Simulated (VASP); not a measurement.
# In3Se (Pm-3m) in VASP: single point with PBE

Aim: the single point of In3Se with PBE.

Program: VASP 6.6.1. These are calculated values, not measurements. Logs are shortened: lines on timing, memory, paths and dates and some standing lists are left out, and cuts for length are marked.

### 1 The structure

It takes space group Pm-3m (No. 221, cubic). Conventional cell: a = 4.804 Å, b = 4.804 Å, c = 4.804 Å, α = 90.00°, β = 90.00°, γ = 90.00°. Around In (site symmetry 4/mmm) lie 8 In at 3.40 Å and 4 Se at 3.40 Å. Around Se (site symmetry m-3m) lie 12 In at 3.40 Å.

The cell comes from a database or a generator and needn't be the stable form of this composition.

### 2 Single point, PBE

INCAR

```
SYSTEM = In3Se
PREC = Accurate
ENCUT = 450
EDIFF = 1E-6
ISMEAR = 0
SIGMA = 0.02
LREAL = .FALSE.
LASPH = .TRUE.
NELM = 100
ALGO = Normal
ISIF = 2
LWAVE = .FALSE.
LCHARG = .FALSE.
GGA = PE
```

KPOINTS

```
Automatic mesh
0
G
  3 3 3
  0 0 0
```

POSCAR

```
In3Se
1.0
    4.8037580000      0.0000000000      0.0000000000
    0.0000000000      4.8037580000      0.0000000000
    0.0000000000      0.0000000000      4.8037580000
In Se
3 1
Direct
    0.5000000000      0.5000000000      0.0000000000
    0.5000000000      0.0000000000      0.5000000000
    0.0000000000      0.5000000000      0.5000000000
    0.0000000000      0.0000000000      0.0000000000
```

Potentials or basis: VASP PAW PBE potentials, release 64 (In_d_GW, Se_GW).

Started as:

```console
$ cat potpaw_PBE.64/In_d_GW/POTCAR potpaw_PBE.64/Se_GW/POTCAR > POTCAR
$ mpirun -np 1 vasp_std > vasp.out
```

OUTCAR:

```text
SYSTEM = In3Se
   PREC = Accurate
   ENCUT = 450
   EDIFF = 1E-6
   ISMEAR = 0
   LREAL = .FALSE.
   LASPH = .TRUE.
   NELM = 100
   ISIF = 2
   GGA = PE

 ion  position               nearest neighbor table
   1  0.500  0.500  0.000-
   2  0.500  0.000  0.500-
   3  0.000  0.500  0.500-
   4  0.000  0.000  0.000-

  LATTYP: Found a simple cubic cell.
 ALAT       =     4.8037580000

  Lattice vectors:

 A1 = (   4.8037580000,   0.0000000000,   0.0000000000)
 A2 = (   0.0000000000,   4.8037580000,   0.0000000000)
 A3 = (   0.0000000000,   0.0000000000,   4.8037580000)

Analysis of symmetry for initial positions (statically):
=====================================================================
 Subroutine PRICEL returns:
 Original cell was already a primitive cell.

 Routine SETGRP: Setting up the symmetry group for a
 simple cubic supercell.

 Subroutine GETGRP returns: Found 48 space group operations
 (whereof 48 operations were pure point group operations)
 out of a pool of 48 trial point group operations.

The static configuration has the point symmetry O_h .

Analysis of symmetry for dynamics (positions and initial velocities):
=====================================================================
 Subroutine PRICEL returns:
 Original cell was already a primitive cell.

 Routine SETGRP: Setting up the symmetry group for a
 simple cubic supercell.

 Subroutine GETGRP returns: Found 48 space group operations
 (whereof 48 operations were pure point group operations)
 out of a pool of 48 trial point group operations.

The dynamic configuration has the point symmetry O_h .

 Subroutine INISYM returns: Found 48 space group operations
 (whereof 48 operations are pure point group operations),
 and found     1 'primitive' translations

----------------------------------------------------------------------------------------

                                     Primitive cell

  volume of cell :     110.8520

  direct lattice vectors                    reciprocal lattice vectors
     4.803758000  0.000000000  0.000000000     0.208170353  0.000000000  0.000000000
     0.000000000  4.803758000  0.000000000     0.000000000  0.208170353  0.000000000
     0.000000000  0.000000000  4.803758000     0.000000000  0.000000000  0.208170353

  length of vectors
     4.803758000  4.803758000  4.803758000     0.208170353  0.208170353  0.208170353

  position of ions in fractional coordinates (direct lattice)
     0.500000000  0.500000000  0.000000000
     0.500000000  0.000000000  0.500000000
     0.000000000  0.500000000  0.500000000
     0.000000000  0.000000000  0.000000000

  ion indices of the primitive-cell ions
   primitive index   ion index
                 1           1
                 2           2
                 3           3
                 4           4

----------------------------------------------------------------------------------------

 KPOINTS: Automatic mesh

Automatic generation of k-mesh.
 Grid dimensions read from file:
 generate k-points for:    3    3    3

 Generating k-lattice:

  Cartesian coordinates                     Fractional coordinates (reciprocal lattice)
     0.069390118  0.000000000  0.000000000     0.333333333  0.000000000  0.000000000
     0.000000000  0.069390118  0.000000000     0.000000000  0.333333333  0.000000000
     0.000000000  0.000000000  0.069390118     0.000000000  0.000000000  0.333333333

  Length of vectors
     0.069390118  0.069390118  0.069390118

  Shift w.r.t. Gamma in fractional coordinates (k-lattice)
     0.000000000  0.000000000  0.000000000

 Subroutine IBZKPT returns following result:
 ===========================================

 Found      4 irreducible k-points:

 Following reciprocal coordinates:
            Coordinates               Weight
  0.000000  0.000000  0.000000      1.000000
  0.333333  0.000000  0.000000      6.000000
  0.333333  0.333333  0.000000     12.000000
  0.333333  0.333333  0.333333      8.000000
   k-points           NKPTS =      4   k-points in BZ     NKDIM =      4   number of bands    NBANDS=     27
   number of dos      NEDOS =    301   number of ions     NIONS =      4
   total plane-waves  NPLWV =  46656
   dimension x,y,z NGX =    36 NGY =   36 NGZ =   36
   dimension x,y,z NGXF=    72 NGYF=   72 NGZF=   72
   ions per type =               3   1
   NGX,Y,Z   is equivalent  to a cutoff of  12.46, 12.46, 12.46 a.u.
   NGXF,Y,Z  is equivalent  to a cutoff of  24.92, 24.92, 24.92 a.u.
 SYSTEM =  In3Se
   PREC   = accura    normal or accurate (medium, high low for compatibility)
   ISTART =      0    job   : 0-new  1-cont  2-samecut
   ICHARG =      2    charge: 1-file 2-atom 10-const
   ISPIN  =      1    spin polarized calculation?
   LNONCOLLINEAR =      F non collinear calculations
   LSORBIT =      F    spin-orbit coupling
   LASPH  =      T    aspherical Exc in radial PAW
   ENCUT  =  450.0 eV  33.07 Ry    5.75 a.u.   8.31  8.31  8.31*2*pi/ulx,y,z
   NELM   =    100;   NELMIN=  2; NELMDL= -5     # of ELM steps
   EDIFF  = 0.1E-05   stopping-criterion for ELM
   LREAL  =      F    real-space projection
   EDIFFG = 0.1E-04   stopping-criterion for IOM
   NSW    =      0    number of steps for IOM
   IBRION =     -1    ionic relax: 0-MD 1-quasi-New 2-CG
   NFREE  =      0    steps in history (QN), initial steepest desc. (CG)
   ISIF   =      2    stress and relaxation
   ISYM   =      2    0-nonsym 1-usesym 2-fastsym
   POTIM  = 0.5000    time-step for ionic-motion
   TEBEG  =    0.0;   TEEND  =   0.0 temperature during run
   PSTRESS=    0.0 pullay stress
   NELECT =      45.0000    total number of electrons
   NUPDOWN=      -1.0000    fix difference up-down
   EMIN   =  10.00;   EMAX   =-10.00  energy-range for DOS
   EFERMI =   0.00;   METHOD = LEGACY
   ISMEAR =     0;   SIGMA  =   0.02  broadening in eV -4-tet -1-fermi 0-gaus
   EFERMI_NEDOS =   21; number of points for ismear=-14 and -15
   IALGO  =     38    algorithm
   IMIX   =      4    mixing-type and parameters
     AMIX     =   0.40;   BMIX     =  1.00
     AMIX_MAG =   1.60;   BMIX_MAG =  1.00
  volume/ion in A,a.u.               =      27.71       187.02
  Fermi-wavevector in a.u.,A,eV,Ry     =   1.212173  2.290675 19.991897  1.469363
  Thomas-Fermi vector in A             =   2.347665
   LORBIT       =      0    0 simple, 1 ext, 2 COOP (PROOUT), +10 PAW based schemes
   GGA     = PE    functional components
   LHFCALC =     F    Hartree Fock is set to
   AEXX    =    0.0000 exact exchange contribution
   IVDW    =     0    specifies the selected vdW correction
   LEPSILON=     F    determine dielectric tensor
   LRPA    =     F    only Hartree local field effects (RPA)
 non-spin polarized calculation
 Gauss-broadening in eV      SIGMA  =   0.02
  energy-cutoff  :      450.00
  volume of cell :      110.85
 maximum number of plane-waves:      2469
 NGX is ok and might be reduce to    36
   NGX = 17   NGY = 17   NGZ = 17

 number of electron      45.0000023 magnetization

 Free energy of the ion-electron system (eV)
  ---------------------------------------------------
  ext. energy  EPLUGINS =         0.00000000
  ---------------------------------------------------
  free energy    TOTEN  =       -11.43625637 eV

  energy without entropy =      -11.43126873  energy(sigma->0) =      -11.43376255

 E-fermi :   4.7731     XC(G=0):  -9.7507

 val. band max:        3.8429705722   @ k =   0.3333   0.3333   0.3333
 cond. band min:       4.7746174220   @ k =   0.3333   0.0000   0.0000
 fundamental gap:      0.9316468499
 Fermi energy:         4.7731376828

 k-point     1 :       0.0000    0.0000    0.0000
  band No.  band energies     occupation
      1     -10.3620      2.00000
      2     -10.3620      2.00000
      3     -10.3620      2.00000
      4     -10.3612      2.00000
      5     -10.2499      2.00000
      6     -10.2499      2.00000
      7     -10.1189      2.00000
      8     -10.1189      2.00000
      9     -10.1189      2.00000
     10     -10.0378      2.00000
     11     -10.0378      2.00000
     12     -10.0011      2.00000
     13      -9.9431      2.00000
     14      -9.9431      2.00000
     15      -9.9431      2.00000
     16      -8.2431      2.00000
     17      -2.6948      2.00000
     18       1.2274      2.00000
     19       1.2274      2.00000
     20       1.2274      2.00000
     21       2.2098      2.00000
     22       2.2098      2.00000
     23       5.5910      0.00000
     24       5.5910      0.00000
     25       5.5910      0.00000
     26       8.6302      0.00000
     27       8.6640      0.00000

 k-point     2 :       0.3333    0.0000    0.0000
  band No.  band energies     occupation
      1     -10.3488      2.00000
      2     -10.2835      2.00000
      3     -10.2706      2.00000
      4     -10.2706      2.00000
      5     -10.2391      2.00000
      6     -10.1949      2.00000
      7     -10.1319      2.00000
      8     -10.1269      2.00000
      9     -10.1269      2.00000
     10     -10.0966      2.00000
     11     -10.0490      2.00000
     12     -10.0475      2.00000
     13     -10.0475      2.00000
     14     -10.0356      2.00000
     15      -9.9430      2.00000
     16      -8.1068      2.00000
     17      -2.9442      2.00000
     18      -0.3097      2.00000
     19       1.7777      2.00000
     20       1.7777      2.00000
     21       2.5812      2.00000
     22       3.5684      2.00000
     23       4.7746      0.91667
     24       4.7746      0.91667
     25       6.3810      0.00000
     26       6.4875      0.00000
     27       8.0353      0.00000

 k-point     3 :       0.3333    0.3333    0.0000
  band No.  band energies     occupation
      1     -10.2838      2.00000
      2     -10.2818      2.00000
      3     -10.2360      2.00000
      4     -10.2270      2.00000
      5     -10.2074      2.00000
      6     -10.1832      2.00000
      7     -10.1702      2.00000
      8     -10.1456      2.00000
      9     -10.1207      2.00000
     10     -10.0954      2.00000
     11     -10.0918      2.00000
     12     -10.0713      2.00000
     13     -10.0633      2.00000
     14     -10.0289      2.00000
     15     -10.0234      2.00000
     16      -7.9689      2.00000
     17      -2.4913      2.00000
     18      -1.0755      2.00000
     19       0.5044      2.00000
     20       2.2116      2.00000
     21       2.5345      2.00000
     22       3.7681      2.00000
     23       4.9222      0.00000
     24       5.2224      0.00000
     25       6.1263      0.00000
     26       6.6138      0.00000
     27       8.4398      0.00000

 k-point     4 :       0.3333    0.3333    0.3333
  band No.  band energies     occupation
      1     -10.3088      2.00000
      2     -10.2722      2.00000
      3     -10.2645      2.00000
      4     -10.2645      2.00000
      5     -10.2077      2.00000
      6     -10.2077      2.00000
      7     -10.1852      2.00000
      8     -10.1443      2.00000
      9     -10.1006      2.00000
     10     -10.1006      2.00000
     11     -10.0699      2.00000
     12     -10.0699      2.00000
     13     -10.0394      2.00000
     14     -10.0394      2.00000
     15      -9.9784      2.00000
     16      -7.8203      2.00000
     17      -1.9145      2.00000
     18      -0.3482      2.00000
     19      -0.3482      2.00000
     20       1.6095      2.00000
     21       1.7343      2.00000
     22       1.7343      2.00000
     23       3.8430      2.00000
     24       5.7642      0.00000
     25       7.0466      0.00000
     26       7.0488      0.00000
     27       9.5467      0.00000

------------------------ aborting loop because EDIFF is reached ----------------------------------------

  FORCE on cell =-STRESS in cart. coord.  units (eV):
  Direction    XX          YY          ZZ          XY          YZ          ZX
  --------------------------------------------------------------------------------------
  -------------------------------------------------------------------------------------
  Total       -0.2048702     -0.2048702     -0.2048702     -0.0000000      0.0000000      0.0000000
  in kB       -2.9610514     -2.9610514     -2.9610514     -0.0000000      0.0000000      0.0000000
  external PRESSURE =      -2.9610514 kB  Pullay stress =       0.0000000 kB

 VOLUME and BASIS-vectors are now :
 -----------------------------------------------------------------------------
  energy-cutoff  :      450.00
  volume of cell :      110.85
      direct lattice vectors                 reciprocal lattice vectors
     4.803758000  0.000000000  0.000000000     0.208170353  0.000000000  0.000000000
     0.000000000  4.803758000  0.000000000     0.000000000  0.208170353  0.000000000
     0.000000000  0.000000000  4.803758000     0.000000000  0.000000000  0.208170353

 POSITION                                       TOTAL-FORCE (eV/Angst)
 -----------------------------------------------------------------------------------
      2.40188      2.40188      0.00000         0.000000      0.000000      0.000000
      2.40188      0.00000      2.40188         0.000000      0.000000      0.000000
      0.00000      2.40188      2.40188         0.000000      0.000000      0.000000
      0.00000      0.00000      0.00000         0.000000      0.000000      0.000000
 -----------------------------------------------------------------------------------
    total drift:                                0.000000      0.000000      0.000000

  FREE ENERGIE OF THE ION-ELECTRON SYSTEM (eV)
  ---------------------------------------------------
  free  energy   TOTEN  =       -11.4362563668 eV

  energy  without entropy=      -11.4312687259  energy(sigma->0) =      -11.43376255
```

Wall time 19 s (1 thread of Intel Xeon 6975P-C (Granite Rapids), shared host); peak memory 0.2 GiB.

What came out:

```
Free energy            : -11.4363 eV
Pressure               : -0.3 GPa
Band gap on the k mesh : none (metal or under the smearing width)
```

Caveat: the k mesh is coarse (spacing up to 0.44 Å⁻¹), so the values aren't converged.
